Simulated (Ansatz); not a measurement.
Take a crystal in which N has been replaced by As on all its sites, with the cell rescaled by a rough guess (in some cases also distorted within its space group) and nothing relaxed:

```yaml
crystal:
  lattice:
    - [5.57112, 0.00000, 0.00000]
    - [0.00000, 5.57112, 0.00000]
    - [0.00000, 0.00000, 7.29242]
  atoms:
    - { symbol: As, position: [0.90428, 0.90428, 0.00000] }
    - { symbol: As, position: [0.59572, 0.40428, 0.50000] }
    - { symbol: As, position: [0.09572, 0.09572, 0.00000] }
    - { symbol: As, position: [0.40428, 0.59572, 0.50000] }
```

All numbers below come from Ansatz 0.2.0, DFT PBE, scalar-relativistic, plane waves, PAW.

Cutoff 420 eV; k points 4×4×4 on the computed 4-atom cell (Γ-centred); Gaussian smearing, width 0.02 eV; no spin polarisation.

(1) What pressure does the cell carry?

(2) Is it a metal on this mesh?

The cell holds molecules, and where no dispersion correction was added their binding is poorly described. Some atoms are far too close here, so the PAW spheres overlap strongly and the numbers are rough.

Results:

(1) The pressure is 43.7 GPa (positive in compression), so the cell would expand.

(2) No: the gap is 2.79 eV, the least direct gap 3.03 eV.

This form isn't the element's structure at ambient conditions.